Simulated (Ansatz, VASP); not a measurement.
**W: VASP beside Ansatz**

File INCAR:

```
SYSTEM = W
  ALGO = Normal
  EDIFF = 1E-6
  EDIFFG = -0.01
  ENCUT = 600
  GGA = PE
  IBRION = 2
  ISIF = 3
  ISMEAR = -1
  LASPH = .True.
  LCHARG = .False.
  LREAL = .False.
  LWAVE = .False.
  NELM = 60
  NSW = 80
  PREC = Accurate
  SIGMA = 0.1
```

File KPOINTS:

```
k-points
0
Gamma
  10 10 10
  0 0 0
```

Contents of POSCAR:

```
W
1.0
    0.0000000000      2.7760741367      2.7760741367
    2.7760741367      0.0000000000      2.7760741367
    2.7760741367      2.7760741367      0.0000000000
W
2
Direct
    0.1250000000      0.1250000000      0.1250000000
    0.8750000000      0.8750000000      0.8750000000
```

Input for Ansatz:

```yaml
crystal:
  lattice:
    - [0.0, 2.7760741367, 2.7760741367]
    - [2.7760741367, 0.0, 2.7760741367]
    - [2.7760741367, 2.7760741367, 0.0]
  atoms:
    - { symbol: W, position: [0.125, 0.125, 0.125] }
    - { symbol: W, position: [0.875, 0.875, 0.875] }
hamiltonian:
  xc: pbe
  pseudopotentials:
    kind: paw
    azcp:
      W: "pseudopotentials/W.paw.azcp"
basis:
  ecutwfc: 420
  fft_grid_basis: typed
kpoints:
  mp_grid: { grid: [10, 10, 10], shift: [0, 0, 0] }
magnetization:
  spin_polarized: false
scf:
  occupations: { method: fermi_dirac, width: 0.1 }
relax:
  max_steps: 60
  f_tol: 0.01
  cell: {}
output:
  write_density: true
  write_potential: true
  elf: true
  volumetric_format: npy
```

The cell was built by a generator and needn't be a form met in nature.

Alike in both runs: task relaxation of cell and atoms; functional PBE; k mesh 10 × 10 × 10; occupations fermi-dirac, width 0.1 eV; no spin polarisation.

```csv
,VASP,Ansatz
version,VASP 6.6.1,Ansatz 0.2.0
potentials or method,"VASP PAW PBE potentials, release 64 (W_sv)","plane waves (420 eV) with PAW, scalar-relativistic"
plane-wave cutoff (eV),600,420
valence electrons in the cell,28,28
```

Ansatz gave:

```
relaxed volume (Å³/atom)                                     : 24.80
relaxed cell length with the largest relative difference (Å) : 4.124
energy change over the relaxation (meV/atom)                 : -220
```

Which values does VASP return?

Relaxed volume (Å³/atom): 24.89; relaxed cell length with the largest relative difference (Å): 4.129; energy change over the relaxation (meV/atom): -239.

Caveats: the volume moved by over 15 % at a fixed basis, so the end points are rough (VASP). The runs have no spin-orbit coupling, so splittings on W are missing.
